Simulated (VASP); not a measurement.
# MoH6 (Im-3m) in VASP: notebook

Runs on MoH6. Level: PBE. Tasks: relaxation of cell and atoms.

Everything below comes from runs of VASP 6.6.1. Logs are shortened: lines on timing, memory, paths and dates and some standing lists are left out, and cuts for length are marked.

## (1) The crystal as given

The structure is cubic, space group Im-3m (No. 229). Conventional cell: a = 4.980 Å, b = 4.980 Å, c = 4.980 Å, α = 90.00°, β = 90.00°, γ = 90.00°. Around H (site symmetry -4m2) lie 4 H at 1.76 Å. Mo (site symmetry m-3m) is surrounded by 24 H at 2.78 Å.

The cell was built by a generator and needn't be a form met in nature.

## (2) Relaxation of cell and atoms, PBE

The input, INCAR:

```
SYSTEM = MoH6
  ALGO = Fast
  EDIFF = 1E-4
  EDIFFG = -0.08
  ENCUT = 520
  GGA = PE
  IBRION = 2
  ISIF = 3
  ISMEAR = 0
  KPAR = 2
  LASPH = .True.
  LCHARG = .False.
  LREAL = .False.
  LWAVE = .False.
  NELM = 60
  NSW = 24
  PREC = Normal
  SIGMA = 0.15
```

The input, KPOINTS:

```
k-points
0
Gamma
  4 4 4
  0 0 0
```

The input, POSCAR:

```
MoH6
1.0
   -2.4900000000      2.4900000000      2.4900000000
    2.4900000000     -2.4900000000      2.4900000000
    2.4900000000      2.4900000000     -2.4900000000
H Mo
6 1
Direct
    0.2500000000      0.7500000000      0.5000000000
    0.2500000000      0.5000000000      0.7500000000
    0.5000000000      0.2500000000      0.7500000000
    0.7500000000      0.2500000000      0.5000000000
    0.5000000000      0.7500000000      0.2500000000
    0.7500000000      0.5000000000      0.2500000000
    0.0000000000      0.0000000000      0.0000000000
```

Potentials or basis: VASP PAW PBE potentials, release 64 (H, Mo_sv).

Command:

```console
$ cat potpaw_PBE.64/H/POTCAR potpaw_PBE.64/Mo_sv/POTCAR > POTCAR
$ mpirun -np 2 vasp_std > vasp.out
```

OUTCAR:

```text
SYSTEM = MoH6
   EDIFF = 1E-4
   EDIFFG = -0.08
   ENCUT = 520
   GGA = PE
   IBRION = 2
   ISIF = 3
   ISMEAR = 0
   LASPH = .True.
   LREAL = .False.
   NELM = 60
   NSW = 24
   PREC = Normal

 ion  position               nearest neighbor table
   1  0.250  0.750  0.500-
   2  0.250  0.500  0.750-
   3  0.500  0.250  0.750-
   4  0.750  0.250  0.500-
   5  0.500  0.750  0.250-
   6  0.750  0.500  0.250-
   7  0.000  0.000  0.000-

  LATTYP: Found a body centered cubic cell.
 ALAT       =     4.9800000000

  Lattice vectors:

 A1 = (  -2.4900000000,   2.4900000000,   2.4900000000)
 A2 = (   2.4900000000,  -2.4900000000,   2.4900000000)
 A3 = (   2.4900000000,   2.4900000000,  -2.4900000000)

Analysis of symmetry for initial positions (statically):
=====================================================================
 Subroutine PRICEL returns:
 Original cell was already a primitive cell.

 Routine SETGRP: Setting up the symmetry group for a
 body centered cubic supercell.

 Subroutine GETGRP returns: Found 48 space group operations
 (whereof 48 operations were pure point group operations)
 out of a pool of 48 trial point group operations.

The static configuration has the point symmetry O_h .

Analysis of symmetry for dynamics (positions and initial velocities):
=====================================================================
 Subroutine PRICEL returns:
 Original cell was already a primitive cell.

 Routine SETGRP: Setting up the symmetry group for a
 body centered cubic supercell.

 Subroutine GETGRP returns: Found 48 space group operations
 (whereof 48 operations were pure point group operations)
 out of a pool of 48 trial point group operations.

The dynamic configuration has the point symmetry O_h .

 Subroutine INISYM returns: Found 48 space group operations
 (whereof 48 operations are pure point group operations),
 and found     1 'primitive' translations

----------------------------------------------------------------------------------------

                                     Primitive cell

  volume of cell :      61.7530

  direct lattice vectors                    reciprocal lattice vectors
    -2.490000000  2.490000000  2.490000000     0.000000000  0.200803213  0.200803213
     2.490000000 -2.490000000  2.490000000     0.200803213  0.000000000  0.200803213
     2.490000000  2.490000000 -2.490000000     0.200803213  0.200803213  0.000000000

  length of vectors
     4.312806511  4.312806511  4.312806511     0.283978627  0.283978627  0.283978627

  position of ions in fractional coordinates (direct lattice)
     0.250000000  0.750000000  0.500000000
     0.250000000  0.500000000  0.750000000
     0.500000000  0.250000000  0.750000000
     0.750000000  0.250000000  0.500000000
     0.500000000  0.750000000  0.250000000
     0.750000000  0.500000000  0.250000000
     0.000000000  0.000000000  0.000000000

  ion indices of the primitive-cell ions
   primitive index   ion index
                 1           1
                 2           2
                 3           3
                 4           4
                 5           5
                 6           6
                 7           7

----------------------------------------------------------------------------------------

 KPOINTS: k-points

Automatic generation of k-mesh.
 Grid dimensions read from file:
 generate k-points for:    4    4    4

 Generating k-lattice:

  Cartesian coordinates                     Fractional coordinates (reciprocal lattice)
     0.000000000  0.050200803  0.050200803     0.250000000  0.000000000  0.000000000
     0.050200803  0.000000000  0.050200803     0.000000000  0.250000000  0.000000000
     0.050200803  0.050200803  0.000000000     0.000000000  0.000000000  0.250000000

  Length of vectors
     0.070994657  0.070994657  0.070994657

  Shift w.r.t. Gamma in fractional coordinates (k-lattice)
     0.000000000  0.000000000  0.000000000

 Subroutine IBZKPT returns following result:
 ===========================================

 Found      8 irreducible k-points:

 Following reciprocal coordinates:
            Coordinates               Weight
  0.000000  0.000000  0.000000      1.000000
  0.250000  0.000000  0.000000     12.000000
  0.500000  0.000000  0.000000      6.000000
  0.250000  0.250000  0.000000     24.000000
  0.250000  0.250000  0.250000      2.000000
 -0.250000  0.250000  0.250000      6.000000
  0.500000  0.500000  0.250000     12.000000
  0.500000  0.500000  0.500000      1.000000
   k-points           NKPTS =      8   k-points in BZ     NKDIM =      8   number of bands    NBANDS=     14
   number of dos      NEDOS =    301   number of ions     NIONS =      7
   total plane-waves  NPLWV =  13824
   dimension x,y,z NGX =    24 NGY =   24 NGZ =   24
   dimension x,y,z NGXF=    48 NGYF=   48 NGZF=   48
   ions per type =               6   1
   NGX,Y,Z   is equivalent  to a cutoff of   9.25,  9.25,  9.25 a.u.
   NGXF,Y,Z  is equivalent  to a cutoff of  18.50, 18.50, 18.50 a.u.
 SYSTEM =  MoH6
   PREC   = normal    normal or accurate (medium, high low for compatibility)
   ISTART =      0    job   : 0-new  1-cont  2-samecut
   ICHARG =      2    charge: 1-file 2-atom 10-const
   ISPIN  =      1    spin polarized calculation?
   LNONCOLLINEAR =      F non collinear calculations
   LSORBIT =      F    spin-orbit coupling
   LASPH  =      T    aspherical Exc in radial PAW
   ENCUT  =  520.0 eV  38.22 Ry    6.18 a.u.   8.02  8.02  8.02*2*pi/ulx,y,z
   NELM   =     60;   NELMIN=  2; NELMDL= -5     # of ELM steps
   EDIFF  = 0.1E-03   stopping-criterion for ELM
   LREAL  =      F    real-space projection
   EDIFFG = -.8E-01   stopping-criterion for IOM
   NSW    =     24    number of steps for IOM
   IBRION =      2    ionic relax: 0-MD 1-quasi-New 2-CG
   NFREE  =      1    steps in history (QN), initial steepest desc. (CG)
   ISIF   =      3    stress and relaxation
   ISYM   =      2    0-nonsym 1-usesym 2-fastsym
   POTIM  = 0.5000    time-step for ionic-motion
   TEBEG  =    0.0;   TEEND  =   0.0 temperature during run
   PSTRESS=    0.0 pullay stress
   NELECT =      20.0000    total number of electrons
   NUPDOWN=      -1.0000    fix difference up-down
   EMIN   =  10.00;   EMAX   =-10.00  energy-range for DOS
   EFERMI =   0.00;   METHOD = LEGACY
   ISMEAR =     0;   SIGMA  =   0.15  broadening in eV -4-tet -1-fermi 0-gaus
   EFERMI_NEDOS =   21; number of points for ismear=-14 and -15
   IALGO  =     68    algorithm
   IMIX   =      4    mixing-type and parameters
     AMIX     =   0.40;   BMIX     =  1.00
     AMIX_MAG =   1.60;   BMIX_MAG =  1.00
  volume/ion in A,a.u.               =       8.82        59.53
  Fermi-wavevector in a.u.,A,eV,Ry     =   1.124257  2.124537 17.197126  1.263953
  Thomas-Fermi vector in A             =   2.260928
   LORBIT       =      0    0 simple, 1 ext, 2 COOP (PROOUT), +10 PAW based schemes
   GGA     = PE    functional components
   LHFCALC =     F    Hartree Fock is set to
   AEXX    =    0.0000 exact exchange contribution
   IVDW    =     0    specifies the selected vdW correction
   LEPSILON=     F    determine dielectric tensor
   LRPA    =     F    only Hartree local field effects (RPA)
 conjugate gradient relaxation of ions
 non-spin polarized calculation
 RMM-DIIS sequential band-by-band and
 Gauss-broadening in eV      SIGMA  =   0.15
  energy-cutoff  :      520.00
  volume of cell :       61.75
 maximum number of plane-waves:      1686
   NGX = 15   NGY = 15   NGZ = 15

--------------------------------------- Ionic step        1  -------------------------------------------

 number of electron      19.9999996 magnetization

 Free energy of the ion-electron system (eV)
  ---------------------------------------------------
  ext. energy  EPLUGINS =         0.00000000
  ---------------------------------------------------
  free energy    TOTEN  =       -20.06786635 eV

  energy without entropy =      -20.00425300  energy(sigma->0) =      -20.03605968

 E-fermi :   2.3513     XC(G=0):  -9.4685

 val. band max:        2.3491716264   @ k =   0.5000   0.5000   0.2500
 cond. band min:       2.4031252721   @ k =  -0.2500   0.2500   0.2500
 fundamental gap:      0.0539536457
 Fermi energy:         2.3512748150

 k-point     1 :       0.0000    0.0000    0.0000
  band No.  band energies     occupation
      1     -59.1988      2.00000
      2     -33.2233      2.00000
      3     -33.2233      2.00000
      4     -33.2233      2.00000
      5      -6.8361      2.00000
      6       1.2193      2.00000
      7       1.2193      2.00000
      8       1.3417      2.00000
      9       1.3417      2.00000
     10       1.3417      2.00000
     11       1.4410      2.00000
     12       1.4410      2.00000
     13       1.4410      2.00000
     14       4.5252      0.00000
[... 155 lines left out ...]
  energy  without entropy=      -20.0042530023  energy(sigma->0) =      -20.03605968

--------------------------------------- Ionic step        2  -------------------------------------------

 number of electron      19.9999983 magnetization

 E-fermi :   4.3143     XC(G=0): -10.4189

 val. band max:        4.2476856754   @ k =   0.5000   0.5000   0.5000
 cond. band min:       4.3245250240   @ k =  -0.2500   0.2500   0.2500
 fundamental gap:      0.0768393486
 Fermi energy:         4.3143029140

 k-point     1 :       0.0000    0.0000    0.0000
  band No.  band energies     occupation
      1     -57.3091      2.00000
      2     -31.3349      2.00000
      3     -31.3349      2.00000
      4     -31.3349      2.00000
      5      -6.8060      2.00000
      6       2.7034      2.00000
      7       2.7034      2.00000
      8       2.9442      2.00000
      9       2.9442      2.00000
     10       2.9442      2.00000
     11       3.0109      2.00000
     12       3.0109      2.00000
     13       3.0109      2.00000
     14       7.1241      0.00000
[... 155 lines left out ...]
  energy  without entropy=      -22.4282421681  energy(sigma->0) =      -22.44909658

--------------------------------------- Ionic step        3  -------------------------------------------

 number of electron      20.0000006 magnetization

 E-fermi :  15.3628     XC(G=0): -14.4398

 val. band max:       15.1714017187   @ k =   0.5000   0.5000   0.5000
 cond. band min:      15.5214739736   @ k =   0.2500   0.0000   0.0000
 fundamental gap:      0.3500722549
 Fermi energy:        15.3627770821

 k-point     1 :       0.0000    0.0000    0.0000
  band No.  band energies     occupation
      1     -47.0995      2.00000
      2     -21.0683      2.00000
      3     -21.0683      2.00000
      4     -21.0683      2.00000
      5      -5.1159      2.00000
      6      10.5115      2.00000
      7      10.5115      2.00000
      8      10.5115      2.00000
      9      10.5244      2.00000
     10      10.5244      2.00000
     11      11.7075      2.00000
     12      11.7075      2.00000
     13      11.7075      2.00000
     14      21.9873      0.00000
[... 237 lines left out ...]
  energy  without entropy=      -24.6211777804  energy(sigma->0) =      -24.62888984

--------------------------------------- Ionic step        6  -------------------------------------------

 number of electron      19.9999997 magnetization

 Free energy of the ion-electron system (eV)
  ---------------------------------------------------
  ext. energy  EPLUGINS =         0.00000000
  ---------------------------------------------------
  free energy    TOTEN  =       -24.68264448 eV

  energy without entropy =      -24.66512060  energy(sigma->0) =      -24.67388254

 E-fermi :   9.0763     XC(G=0): -12.3359

 val. band max:        8.9584459757   @ k =   0.5000   0.5000   0.5000
 cond. band min:       9.1643120484   @ k =   0.5000   0.5000   0.2500
 fundamental gap:      0.2058660727
 Fermi energy:         9.0762871453

 k-point     1 :       0.0000    0.0000    0.0000
  band No.  band energies     occupation
      1     -52.7552      2.00000
      2     -26.8149      2.00000
      3     -26.8149      2.00000
      4     -26.8149      2.00000
      5      -6.3802      2.00000
      6       6.1516      2.00000
      7       6.1516      2.00000
      8       6.3417      2.00000
      9       6.3417      2.00000
     10       6.3417      2.00000
     11       6.8789      2.00000
     12       6.8789      2.00000
     13       6.8789      2.00000
     14      13.4637      0.00000
[... 151 lines left out ...]
  FREE ENERGIE OF THE ION-ELECTRON SYSTEM (eV)
  ---------------------------------------------------
  free  energy   TOTEN  =       -24.6826444786 eV

  energy  without entropy=      -24.6651206031  energy(sigma->0) =      -24.67388254

 reached required accuracy - stopping structural energy minimisation
```

Wall time 12 s (2 MPI ranks of Intel Xeon 6975P-C (Granite Rapids), shared host); peak memory 0.14 GiB.

What came out:

```yaml
Free_energy: -24.6826 eV
Relaxed_volume: 4.54 Å³/atom
Relaxed_cell: a = 3.456 Å, b = 3.456 Å, c = 3.456 Å, α = 109.47°, β = 109.47°, γ = 109.47°
Space_group_after_relaxing_to_0.05_Å: Im-3m (No. 229)
Energy_gained_by_relaxing: 659.3 meV/atom
Ionic_steps: 6
Pressure_after_relaxing: -1.8 GPa
Band_gap_on_the_k_mesh: none (metal or under the smearing width)
```

The path:
```csv
step,energy change (eV),largest force (eV/Å),pressure (GPa),volume (Å³)
1,0.0000,0.0000,-28.37,61.75
2,-2.4021,0.0000,-30.16,48.82
3,-1.5193,0.0000,141.67,21.05
4,-4.1230,0.0000,-20.41,37.91
5,-4.5687,0.0000,9.18,29.78
6,-4.6148,0.0000,-1.81,31.78
```

Final structure:
```
H Mo
1.0
    -1.99532    1.99532    1.99532
     1.99532   -1.99532    1.99532
     1.99532    1.99532   -1.99532
H Mo
6 1
Direct
  0.25000 0.75000 0.50000
  0.25000 0.50000 0.75000
  0.50000 0.25000 0.75000
  0.75000 0.25000 0.50000
  0.50000 0.75000 0.25000
  0.75000 0.50000 0.25000
  0.00000 0.00000 0.00000
```

Caveat: the k mesh is coarse (spacing up to 0.45 Å⁻¹), so the values aren't converged; the volume moved by over 15 % at a fixed basis, so the end points are rough; the relaxation stopped at a loose force limit of 0.08 eV/Å, so its end isn't a converged minimum.

## (3) Relaxation of cell and atoms, PBE

This run uses another cell than the first one, of 9.10 Å³/atom, 1.032 times its volume.

INCAR is that of step 2.

The input, KPOINTS:

```
k-points
0
Gamma
  4 4 3
  0 0 0
```

The input, POSCAR:

```
MoH6
1.0
    3.7549418900      0.0000000000      0.0000000000
   -1.8774709500      3.2518750700      0.0000000000
    0.0000000000      0.0000000000      5.2185738200
H Mo
6 1
Direct
    0.3333333300      0.6666666700      0.5000000000
    0.6666666700      0.3333333300      0.5000000000
    0.0000000000      0.0000000000      0.0000000000
    0.5000000000      0.0000000000      0.0000000000
    0.0000000000      0.5000000000      0.0000000000
    0.5000000000      0.5000000000      0.0000000000
    0.0000000000      0.0000000000      0.5000000000
```

Potentials or basis: VASP PAW PBE potentials, release 64 (H, Mo_sv).

Command:

```console
$ cat potpaw_PBE.64/H/POTCAR potpaw_PBE.64/Mo_sv/POTCAR > POTCAR
$ mpirun -np 2 vasp_std > vasp.out
```

It took 18 s on 2 MPI ranks of Intel Xeon 6975P-C (Granite Rapids), shared host; peak memory 0.15 GiB.

It converged, with:

```yaml
Free_energy: -24.9643 eV
Relaxed_volume: 5.54 Å³/atom
Relaxed_cell: a = 3.134 Å, b = 3.134 Å, c = 4.556 Å, α = 90.00°, β = 90.00°, γ = 120.00°
Space_group_after_relaxing_to_0.05_Å: P6/mmm (No. 191)
Energy_gained_by_relaxing: 455.0 meV/atom
Ionic_steps: 12
Pressure_after_relaxing: -1.4 GPa
Band_gap_on_the_k_mesh: none (metal or under the smearing width)
```

Stress tensor (GPa, compression positive):
```
-1.78  0.00  0.00
 0.00 -1.78  0.00
 0.00  0.00 -0.73
```

The path:
```tsv
step	energy change (eV)	largest force (eV/Å)	pressure (GPa)	volume (Å³)
1	0.0000	0.0000	-25.25	63.72
2	-2.0803	0.0000	-21.65	51.34
3	-3.0665	0.0000	-8.56	42.73
4	-3.1288	0.0000	2.97	39.18
5	-3.1427	0.0000	-1.13	40.28
6	-3.1415	0.0000	0.47	39.88
7	-3.1558	0.0000	-1.36	39.99
8	-3.1615	0.0000	-2.25	40.06
9	-3.1632	0.0000	-4.25	40.20
10	-3.1640	0.0000	-3.26	40.14
11	-3.1742	0.0000	-2.43	39.69
12	-3.1851	0.0000	-1.43	38.75
```

Final structure:
```xyz
7
Lattice="3.1338 0.0000 0.0000 -1.5669 2.7139 0.0000 0.0000 0.0000 4.5556" Properties=species:S:1:pos:R:3 pbc="T T T"
H     0.0000    1.8093    2.2778
H     1.5669    0.9046    2.2778
H     0.0000    0.0000    0.0000
H     1.5669    0.0000    0.0000
H    -0.7834    1.3570    0.0000
H     0.7834    1.3570    0.0000
Mo    0.0000    0.0000    2.2778
```

Levels at points of the mesh, in eV from the Fermi level:
| k point | band 7 | band 8 | band 9 | band 10 | band 11 | band 12 | band 13 | band 14 |
| --- | --- | --- | --- | --- | --- | --- | --- | --- |
| (0.00, 0.00, 0.00) | -1.81 | -1.81 | 0.48 | 0.85 | 0.88 | 0.88 | 1.53 | 5.14 |
| (0.50, 0.00, 0.00) | -6.72 | -3.61 | -2.43 | 0.28 | 1.16 | 1.71 | 2.51 | 3.66 |

Caveat: the k mesh is coarse (spacing up to 0.48 Å⁻¹), so the values aren't converged; the volume moved by over 15 % at a fixed basis, so the end points are rough; the relaxation stopped at a loose force limit of 0.08 eV/Å, so its end isn't a converged minimum.

[end of part 1 of 3]
